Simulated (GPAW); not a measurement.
SnSe2:

```
CELL_PARAMETERS angstrom
3.81100 0.00000 0.00000
-1.90550 3.30042 0.00000
0.00000 0.00000 6.13600
ATOMIC_POSITIONS crystal
Sn 0.00000 0.00000 0.00000
Se 0.66667 0.33333 0.75100
Se 0.33333 0.66667 0.24900
```

- Program: GPAW 26.7.0
- Task: relaxation of cell and atoms
- Functional: PBEint
- Potentials or basis: PAW data sets generated in the run's folder for this functional
- Cutoff: 600 eV
- Basis: pw
- k mesh: 6 × 6 × 3
- Occupations: fermi-dirac, width 0.05 eV
- Spin: no spin polarisation

At the start: pressure 3.2 GPa; volume 25.73 Å³/atom.

**Question.** How do energy, volume and symmetry change on relaxing?

**Answer.** Over 15 steps the energy falls by 17.8 meV/atom and the volume is 28.59 Å³/atom (+11.1 %); space group P-3m1 (No. 164, to 0.05 Å).

Step by step:
| step | energy change (eV) | largest force (eV/Å) | pressure (GPa) | volume (Å³) |
| --- | --- | --- | --- | --- |
| 1 | 0.0000 | 0.5618 | 3.17 | 77.18 |
| 2 | -0.0183 | 0.3982 | 2.31 | 77.74 |
| 3 | -0.0399 | 0.0183 | 0.17 | 79.29 |
| 4 | -0.0402 | 0.0392 | 0.07 | 79.39 |
| 5 | -0.0407 | 0.0729 | -0.08 | 79.59 |
| 6 | -0.0419 | 0.1136 | -0.24 | 79.95 |
| 7 | -0.0440 | 0.1492 | -0.31 | 80.53 |
| 8 | -0.0464 | 0.1439 | -0.14 | 81.19 |
| 9 | -0.0481 | 0.0904 | 0.20 | 81.64 |
| 10 | -0.0488 | 0.0435 | 0.40 | 81.82 |
| 11 | -0.0496 | 0.0003 | 0.51 | 82.09 |
| 12 | -0.0508 | 0.0434 | 0.52 | 82.71 |
| 13 | -0.0520 | 0.0570 | 0.36 | 83.75 |
| 14 | -0.0530 | 0.0348 | 0.13 | 84.91 |
| 15 | -0.0533 | 0.0075 | 0.00 | 85.76 |

Final structure:
```
Sn Se
1.0
     3.82412    0.00000    0.00000
    -1.91206    3.31178    0.00000
     0.00000    0.00000    6.77179
Sn Se
1 2
Direct
  0.00000 0.00000 0.00000
  0.66667 0.33333 0.76623
  0.33333 0.66667 0.23377
```

Caveat: later steps reuse the first step's grids; the volume moved by +11 % from the deposited cell, more than functionals usually miss.
